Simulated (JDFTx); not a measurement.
# ZrC (Fm-3m) in JDFTx: further runs

The runs below take ZrC through equation of state, with r2SCAN.

All numbers are computed with JDFTx 1.7.0 (patched build); they aren't measurements. Logs are shortened: lines on timing, memory, paths and dates and some standing lists are left out, and cuts for length are marked. The log counts tension as positive stress, the text compression.

## 1. The structure

Symmetry: Fm-3m, No. 225, cubic system. The conventional cell has a = 4.730 Å, b = 4.730 Å, c = 4.730 Å, α = 90.00°, β = 90.00°, γ = 90.00°. Zr (site symmetry m-3m) is surrounded by 6 C at 2.37 Å. Around C (site symmetry m-3m) lie 6 Zr at 2.37 Å.

## 2. Equation of state, r2SCAN, 12.43 Å³/atom (volume scaled by 0.94)

ZrC.in reads:

```
lattice \
    0.0000000000     2.3167211471     2.3167211471 \
    2.3167211471     0.0000000000     2.3167211471 \
    2.3167211471     2.3167211471     0.0000000000
latt-scale 1.889726124626 1.889726124626 1.889726124626
coords-type Lattice
ion Zr     0.5000000000     0.5000000000     0.5000000000 1
ion C      0.0000000000     0.0000000000     0.0000000000 1

ion-species pseudo/Zr.upf
ion-species pseudo/C.upf
elec-cutoff 50 400
elec-ex-corr mgga-x-r2scan mgga-c-r2scan
kpoint-folding 10 10 10
elec-smearing Fermi 0.0018374661
elec-n-bands 14
electronic-SCF nIterations 100 energyDiffThreshold 1e-09
electronic-minimize nIterations 30 energyDiffThreshold 1e-7
forces-output-coords Cartesian

dump-name run.$VAR
dump End Ecomponents EigStats BandEigs Kpoints Forces Stress
```

Potentials or basis: SG15-PBE-1.2 with smoothed tails.

The run is started by

```sh
$ jdftx -c 1 -i ZrC.in -o ZrC.out
```

Log:

```text
*************** JDFTx 1.7.0 (patched build) ***************

Input parsed successfully to the following command list (including defaults):
[... the input with its defaults ...]

---------- Setting up symmetries ----------

Found 48 point-group symmetries of the bravais lattice
Found 48 space-group symmetries with basis
Applied RMS atom displacement 0 bohrs to make symmetries exact.

---------- Initializing the Grid ----------
R =
[            0      4.37797      4.37797  ]
[      4.37797            0      4.37797  ]
[      4.37797      4.37797            0  ]
unit cell volume = 167.822
G =
[  -0.717591   0.717591   0.717591  ]
[   0.717591  -0.717591   0.717591  ]
[   0.717591   0.717591  -0.717591  ]
Minimum fftbox size, Smin = [  56  56  56  ]
Chosen fftbox size, S = [  56  56  56  ]

---------- Initializing tighter grid for wavefunction operations ----------
R =
[            0      4.37797      4.37797  ]
[      4.37797            0      4.37797  ]
[      4.37797      4.37797            0  ]
unit cell volume = 167.822
G =
[  -0.717591   0.717591   0.717591  ]
[   0.717591  -0.717591   0.717591  ]
[   0.717591   0.717591  -0.717591  ]
Minimum fftbox size, Smin = [  40  40  40  ]
Chosen fftbox size, S = [  40  40  40  ]

---------- Exchange Correlation functional ----------
Initialized LibXC exchange functional 'Re-regularized SCAN exchange by Furness et al'
Initialized LibXC correlation functional 'Re-regularized SCAN correlation by Furness et al'

---------- Setting up pseudopotentials ----------
Width of ionic core gaussian charges (only for fluid interactions / plotting) set to 0

Reading pseudopotential file 'pseudo/Zr.upf':
  'Zr' pseudopotential, 'PBE' functional
  Generated using ONCVPSP code by D. R. Hamann
  12 valence electrons, 0 orbitals, 6 projectors, 602 radial grid points, with lMax = 2
  Core radius for overlap checks: 2.10 bohrs.

Reading pseudopotential file 'pseudo/C.upf':
  'C' pseudopotential, 'PBE' functional
  Generated using ONCVPSP code by D. R. Hamann
  4 valence electrons, 0 orbitals, 4 projectors, 602 radial grid points, with lMax = 1
  Core radius for overlap checks: 1.23 bohrs.

Initialized 2 species with 2 total atoms.

Folded 1 k-points by 10x10x10 to 1000 k-points.

---------- Setting up k-points, bands, fillings ----------
Reduced to 47 k-points under symmetry.
Computing the number of bands and number of electrons
Calculating initial fillings.
nElectrons:  16.000000   nBands: 14   nStates: 47

----- Setting up reduced wavefunction bases (one per k-point) -----
average nbasis = 2835.155 , ideal nbasis = 2833.981

---------- Setting up ewald sum ----------
Optimum gaussian width for ewald sums = 1.988398 bohr.
Real space sum over 1331 unit cells with max indices [  5  5  5  ]
Reciprocal space sum over 2197 terms with max indices [  6  6  6  ]

---------- Allocating electronic variables ----------
Initializing wave functions:  (No orbitals for LCAO)  bandwidth-limited random numbers

Setting the auxilliary hamiltonian equal to the subspace hamiltonian.

-------- Electronic minimization -----------
Will mix electronic and kinetic density at each iteration.
	FillingsUpdate:  mu: +0.959798403  nElectrons: 16.000000
	FillingsUpdate:  mu: +0.098952477  nElectrons: 16.000000
SCF: Cycle:  0   F: -45.663918595198339   dF: -5.630e+00   |Residual|: 5.589e+00   |deigs|: 9.995e-01
	FillingsUpdate:  mu: +0.404458319  nElectrons: 16.000000
SCF: Cycle:  1   F: -52.658850866307368   dF: -6.995e+00   |Residual|: 2.164e+00   |deigs|: 5.073e-01
	FillingsUpdate:  mu: +0.510494275  nElectrons: 16.000000
SCF: Cycle:  2   F: -53.102491885340349   dF: -4.436e-01   |Residual|: 7.205e-01   |deigs|: 1.494e-01
	FillingsUpdate:  mu: +0.572150892  nElectrons: 16.000000
SCF: Cycle:  3   F: -53.209948090874825   dF: -1.075e-01   |Residual|: 2.325e-01   |deigs|: 1.106e-01
	FillingsUpdate:  mu: +0.557520469  nElectrons: 16.000000
SCF: Cycle:  4   F: -53.201233017911555   dF: +8.715e-03   |Residual|: 2.678e-01   |deigs|: 1.013e-02
	FillingsUpdate:  mu: +0.574449554  nElectrons: 16.000000
SCF: Cycle:  5   F: -53.212752566986076   dF: -1.152e-02   |Residual|: 4.754e-02   |deigs|: 1.480e-02
	FillingsUpdate:  mu: +0.575873090  nElectrons: 16.000000
SCF: Cycle:  6   F: -53.213006950226834   dF: -2.544e-04   |Residual|: 1.585e-02   |deigs|: 1.476e-03
	FillingsUpdate:  mu: +0.576847244  nElectrons: 16.000000
SCF: Cycle:  7   F: -53.213006323813239   dF: +6.264e-07   |Residual|: 8.531e-03   |deigs|: 8.647e-04
	FillingsUpdate:  mu: +0.576191109  nElectrons: 16.000000
SCF: Cycle:  8   F: -53.213027228159376   dF: -2.090e-05   |Residual|: 3.958e-03   |deigs|: 4.257e-04
	FillingsUpdate:  mu: +0.576337338  nElectrons: 16.000000
SCF: Cycle:  9   F: -53.213028663861465   dF: -1.436e-06   |Residual|: 9.356e-04   |deigs|: 1.600e-04
	FillingsUpdate:  mu: +0.576360795  nElectrons: 16.000000
SCF: Cycle: 10   F: -53.213028840347306   dF: -1.765e-07   |Residual|: 1.997e-04   |deigs|: 1.970e-05
	FillingsUpdate:  mu: +0.576369439  nElectrons: 16.000000
SCF: Cycle: 11   F: -53.213028857670523   dF: -1.732e-08   |Residual|: 1.122e-04   |deigs|: 1.146e-05
	FillingsUpdate:  mu: +0.576364570  nElectrons: 16.000000
SCF: Cycle: 12   F: -53.213028860856319   dF: -3.186e-09   |Residual|: 5.531e-05   |deigs|: 4.647e-06
	FillingsUpdate:  mu: +0.576364204  nElectrons: 16.000000
SCF: Cycle: 13   F: -53.213028861795564   dF: -9.392e-10   |Residual|: 2.852e-05   |deigs|: 1.895e-06
	FillingsUpdate:  mu: +0.576363615  nElectrons: 16.000000
SCF: Cycle: 14   F: -53.213028862143993   dF: -3.484e-10   |Residual|: 1.772e-05   |deigs|: 6.321e-07
SCF: Converged (|Delta E|<1.000000e-09 for 2 iters).

Setting wave functions to eigenvectors of Hamiltonian

# Stress tensor in Cartesian coordinates [Eh/a0^3]:
[ -0.000425369            0            0  ]
[            0 -0.000425369            0  ]
[            0            0 -0.000425369  ]

# Ionic positions in lattice coordinates:
ion Zr   0.500000000000000   0.500000000000000   0.500000000000000 1
ion C   0.000000000000000   0.000000000000000   0.000000000000000 1

# Forces in Cartesian coordinates:
force Zr   0.000000000000000   0.000000000000000  -0.000000000000000 1
force C   0.000000000000000   0.000000000000000  -0.000000000000000 1

# Energy components:
   Eewald =      -47.8642259281659364
       EH =        6.3305499350233339
     Eloc =      -28.5385667081891157
      Enl =        6.6167407695962499
      Exc =       -7.7314408083631836
       KE =       17.9739902792875519
-------------------------------------
     Etot =      -53.2129524608111097
       TS =        0.0000764013328862
-------------------------------------
        F =      -53.2130288621439931

IonicMinimize: Iter:   0  F: -53.213028862143993  |grad|_K:       -nan
IonicMinimize: None of the convergence criteria satisfied after 0 iterations.

Dumping 'run.eigStats' ...
	eMin: -1.261691 at state 0 ( [ +0.000000 +0.000000 +0.000000 ] spin 0 )
	HOMO: +0.574371 at state 15 ( [ +0.000000 +0.200000 +0.200000 ] spin 0 )
	mu  : +0.576364
	LUMO: +0.577698 at state 30 ( [ +0.000000 +0.500000 +0.500000 ] spin 0 )
	eMax: +1.094309 at state 46 ( [ +0.200000 +0.500000 -0.300000 ] spin 0 )
	HOMO-LUMO gap: +0.003328
	Optical gap  : +0.027971 at state 28 ( [ +0.000000 +0.400000 +0.500000 ] spin 0 )
Done!
```

Wall time 3 min (1 thread of Intel Xeon Platinum 8488C (Sapphire Rapids), shared host); peak memory 0.16 GiB.

What came out:

| Quantity | Value |
| --- | --- |
| Free energy | -1448.0003 eV |
| Pressure | 12.5 GPa |
| Band gap on the k mesh | none (metal or under the smearing width) |

Caveat: the potentials were made for another functional, which shifts forces and pressure.

## 3. Equation of state, r2SCAN, 12.70 Å³/atom (volume scaled by 0.96)

ZrC.in: that of step 2 with these lines changed.

```diff
@@ -1,5 +1,5 @@
 lattice \
-    0.0000000000     2.3167211471     2.3167211471 \
-    2.3167211471     0.0000000000     2.3167211471 \
-    2.3167211471     2.3167211471     0.0000000000
+    0.0000000000     2.3330366223     2.3330366223 \
+    2.3330366223     0.0000000000     2.3330366223 \
+    2.3330366223     2.3330366223     0.0000000000
 latt-scale 1.889726124626 1.889726124626 1.889726124626
@@ -21,2 +21,2 @@
 dump-name run.$VAR
-dump End Ecomponents EigStats BandEigs Kpoints Forces Stress
+dump End Ecomponents EigStats BandEigs Kpoints Forces Stress ElecDensity KEdensity
```

Potentials or basis: SG15-PBE-1.2 with smoothed tails.

The run is started by

```sh
$ jdftx -c 1 -i ZrC.in -o ZrC.out
```

Run time: 3.2 min. Hardware: 1 thread of Intel Xeon Platinum 8488C (Sapphire Rapids), shared host; peak memory 0.19 GiB.

Results (log left out):

| Quantity | Value |
| --- | --- |
| Free energy | -1448.0324 eV |
| Pressure | 6.9 GPa |
| Band gap on the k mesh | none (metal or under the smearing width) |

Caveat: the potentials were made for another functional, which shifts forces and pressure.

## 4. Equation of state, r2SCAN, 12.96 Å³/atom (volume scaled by 0.98)

ZrC.in: that of step 3 with these lines changed.

```diff
@@ -1,5 +1,5 @@
 lattice \
-    0.0000000000     2.3330366223     2.3330366223 \
-    2.3330366223     0.0000000000     2.3330366223 \
-    2.3330366223     2.3330366223     0.0000000000
+    0.0000000000     2.3491270385     2.3491270385 \
+    2.3491270385     0.0000000000     2.3491270385 \
+    2.3491270385     2.3491270385     0.0000000000
 latt-scale 1.889726124626 1.889726124626 1.889726124626
```

The run is started by

```sh
$ jdftx -c 1 -i ZrC.in -o ZrC.out
```

Wall time 3.2 min (1 thread of Intel Xeon Platinum 8488C (Sapphire Rapids), shared host); peak memory 0.19 GiB.

Results (log left out):

| Item | Value |
| --- | --- |
| Free energy | -1448.0468 eV |
| Pressure | 1.8 GPa |
| Band gap on the k mesh | none (metal or under the smearing width) |

Caveat: the potentials were made for another functional, which shifts forces and pressure.

## 5. Equation of state, r2SCAN, 13.23 Å³/atom

ZrC.in: that of step 4 with these lines changed.

```diff
@@ -1,5 +1,5 @@
 lattice \
-    0.0000000000     2.3491270385     2.3491270385 \
-    2.3491270385     0.0000000000     2.3491270385 \
-    2.3491270385     2.3491270385     0.0000000000
+    0.0000000000     2.3650000000     2.3650000000 \
+    2.3650000000     0.0000000000     2.3650000000 \
+    2.3650000000     2.3650000000     0.0000000000
 latt-scale 1.889726124626 1.889726124626 1.889726124626
```

The run is started by

```sh
$ jdftx -c 1 -i ZrC.in -o ZrC.out
```

Run time: 4.9 min. Hardware: 1 thread of Intel Xeon Platinum 8488C (Sapphire Rapids), shared host; peak memory 0.19 GiB.

It converged, with:

```
Free energy            : -1448.0453 eV
Pressure               : -2.8 GPa
Band gap on the k mesh : none (metal or under the smearing width)
```

Caveat: the potentials were made for another functional, which shifts forces and pressure.

## 6. Equation of state, r2SCAN, 13.49 Å³/atom (volume scaled by 1.02)

ZrC.in: that of step 5 with these lines changed.

```diff
@@ -1,5 +1,5 @@
 lattice \
-    0.0000000000     2.3650000000     2.3650000000 \
-    2.3650000000     0.0000000000     2.3650000000 \
-    2.3650000000     2.3650000000     0.0000000000
+    0.0000000000     2.3806627081     2.3806627081 \
+    2.3806627081     0.0000000000     2.3806627081 \
+    2.3806627081     2.3806627081     0.0000000000
 latt-scale 1.889726124626 1.889726124626 1.889726124626
```

Potentials or basis: SG15-PBE-1.2 with smoothed tails.

The run is started by

```sh
$ jdftx -c 1 -i ZrC.in -o ZrC.out
```

It took 5.1 min on 1 thread of Intel Xeon Platinum 8488C (Sapphire Rapids), shared host; peak memory 0.19 GiB.

It converged, with:

- Free energy: -1448.0294 eV
- Pressure: -6.9 GPa
- Band gap on the k mesh: none (metal or under the smearing width)

Caveat: the potentials were made for another functional, which shifts forces and pressure.

## 7. Equation of state, r2SCAN, 13.76 Å³/atom (volume scaled by 1.04)

ZrC.in: that of step 6 with these lines changed.

```diff
@@ -1,5 +1,5 @@
 lattice \
-    0.0000000000     2.3806627081     2.3806627081 \
-    2.3806627081     0.0000000000     2.3806627081 \
-    2.3806627081     2.3806627081     0.0000000000
+    0.0000000000     2.3961219900     2.3961219900 \
+    2.3961219900     0.0000000000     2.3961219900 \
+    2.3961219900     2.3961219900     0.0000000000
 latt-scale 1.889726124626 1.889726124626 1.889726124626
```

The run is started by

```sh
$ jdftx -c 1 -i ZrC.in -o ZrC.out
```

Wall time 4.9 min (1 thread of Intel Xeon Platinum 8488C (Sapphire Rapids), shared host); peak memory 0.19 GiB.

Results (log left out):

| Quantity | Value |
| --- | --- |
| Free energy | -1448.0004 eV |
| Pressure | -10.7 GPa |
| Band gap on the k mesh | none (metal or under the smearing width) |

Caveat: the potentials were made for another functional, which shifts forces and pressure.

## 8. Equation of state, r2SCAN, 14.02 Å³/atom (volume scaled by 1.06)

ZrC.in: that of step 7 with these lines changed.

```diff
@@ -1,5 +1,5 @@
 lattice \
-    0.0000000000     2.3961219900     2.3961219900 \
-    2.3961219900     0.0000000000     2.3961219900 \
-    2.3961219900     2.3961219900     0.0000000000
+    0.0000000000     2.4113843250     2.4113843250 \
+    2.4113843250     0.0000000000     2.4113843250 \
+    2.4113843250     2.4113843250     0.0000000000
 latt-scale 1.889726124626 1.889726124626 1.889726124626
```

The run is started by

```sh
$ jdftx -c 1 -i ZrC.in -o ZrC.out
```

Run time: 5 min. Hardware: 1 thread of Intel Xeon Platinum 8488C (Sapphire Rapids), shared host; peak memory 0.19 GiB.

Results (log left out):

* Free energy: -1447.9596 eV
* Pressure: -14.1 GPa
* Band gap on the k mesh: none (metal or under the smearing width)

Caveat: the potentials were made for another functional, which shifts forces and pressure.

## 9. Equation of state, r2SCAN

Potentials or basis: SG15-PBE-1.2 with smoothed tails.

This step only gathers the single runs of the series.

Results:

```yaml
Equilibrium_volume: 13.07 Å³/atom
Bulk_modulus: 229 GPa
Pressure_derivative_of_the_bulk_modulus: 4.0
```

Energy against volume, from the lowest point:
```
volume (Å³/atom)  energy (meV/atom)
          12.434              23.27
          12.699               7.22
          12.963               0.00
          13.228               0.75
          13.493               8.73
          13.757              23.23
          14.022              43.64
```

Caveat: the potentials were made for another functional, which shifts forces and pressure.

## 10. The reference run

An earlier run on the cell as given: functional PBEsol; potentials or basis PseudoDojo-SR-PBEsol-0.4.1-standard with smoothed tails; cutoff 1116 eV; density cutoff 8925 eV; k mesh 10 × 10 × 10; occupations fermi-dirac, width 0.05 eV; no spin polarisation.

- Pressure: -8.3 GPa
- Band gap on the k mesh: none (metal or under the smearing width)
- Loewdin charges: Zr +0.76; C -0.72 e
